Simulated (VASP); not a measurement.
Wanted: the native input for a VASP 6.6.1 run.

```
Task                               : band structure
Functional                         : HSE06
Potentials or basis                : VASP PAW PBE potentials, release 64 (Si)
Cutoff                             : 520 eV
k mesh                             : 6 × 6 × 6
Occupations                        : gaussian, width 0.02 eV
Spin                               : no spin polarisation
Grid for exact exchange (PRECFOCK) : Fast
Screening parameter                : 0.2 1/A
Further INCAR settings             : ALGO = Normal; EDIFF = 1e-06
```

The system is Si.

```
CELL_PARAMETERS angstrom
0.00000 2.73431 2.73431
2.73431 0.00000 2.73431
2.73431 2.73431 0.00000
ATOMIC_POSITIONS crystal
Si 0.00000 0.00000 0.00000
Si 0.25000 0.25000 0.25000
```

The cell was built by a generator and needn't be a form met in nature.

The input as run:

POSCAR

```
Si                                      
1.0
    0.0000000000      2.7343105175      2.7343105175
    2.7343105175      0.0000000000      2.7343105175
    2.7343105175      2.7343105175      0.0000000000
  Si            
     2
Direct
     0.0000000000000000    0.0000000000000000    0.0000000000000000
     0.2500000000000000    0.2500000000000000    0.2500000000000000
```

INCAR.step1

```
PREC = Accurate
ENCUT = 520
EDIFF = 1E-5
ISMEAR = 0
SIGMA = 0.02
LREAL = F
LASPH = T
NELM = 60
ALGO = Normal
ISIF = 2
LWAVE = T
LCHARG = F
GGA = PE
KPAR = 4
```

INCAR.step2

```
PREC = Accurate
ENCUT = 520
EDIFF = 1E-6
ISMEAR = 0
SIGMA = 0.02
LREAL = F
LASPH = T
NELM = 60
ALGO = Normal
ISIF = 2
LWAVE = F
LCHARG = F
GGA = PE
LHFCALC = T
HFSCREEN = 0.2
PRECFOCK = Fast
ISTART = 1
KPAR = 4
```

KPOINTS

```
regular mesh
0
Gamma
  6 6 6
```

KPOINTS_OPT

```
path GXWKGLUWLK,UX
12
line-mode
reciprocal
 0.0000000000  0.0000000000  0.0000000000  G
 0.5000000000  0.0000000000  0.5000000000  X

 0.5000000000  0.0000000000  0.5000000000  X
 0.5000000000  0.2500000000  0.7500000000  W

 0.5000000000  0.2500000000  0.7500000000  W
 0.3750000000  0.3750000000  0.7500000000  K

 0.3750000000  0.3750000000  0.7500000000  K
 0.0000000000  0.0000000000  0.0000000000  G

 0.0000000000  0.0000000000  0.0000000000  G
 0.5000000000  0.5000000000  0.5000000000  L

 0.5000000000  0.5000000000  0.5000000000  L
 0.6250000000  0.2500000000  0.6250000000  U

 0.6250000000  0.2500000000  0.6250000000  U
 0.5000000000  0.2500000000  0.7500000000  W

 0.5000000000  0.2500000000  0.7500000000  W
 0.5000000000  0.5000000000  0.5000000000  L

 0.5000000000  0.5000000000  0.5000000000  L
 0.3750000000  0.3750000000  0.7500000000  K

 0.6250000000  0.2500000000  0.6250000000  U
 0.5000000000  0.0000000000  0.5000000000  X
```

Potentials or basis: VASP PAW PBE potentials, release 64 (Si).

Run with:

```sh
$ cat potpaw_PBE.64/Si/POTCAR > POTCAR
$ cp INCAR.step1 INCAR
$ mpirun -np 4 vasp_std > vasp.out
$ cp INCAR.step2 INCAR
$ mpirun -np 4 vasp_std > vasp.out
```

Results of the run:

The pressure is -1.8 GPa, the band gap on the k mesh is 1.35 eV, indirect (least direct gap 3.33 eV) and the band gap along the path is 1.20 eV, indirect (least direct gap 3.33 eV).

Caveat: the PAW data sets were made with another functional, which shifts forces and pressure a little; the mesh misses the band edges, which the band path finds closer together.

Run time: 3.3 min on 4 MPI ranks on Intel(R) Xeon(R) 6975P-C (Granite Rapids), on a shared host, peak memory 0.35 GiB a rank.
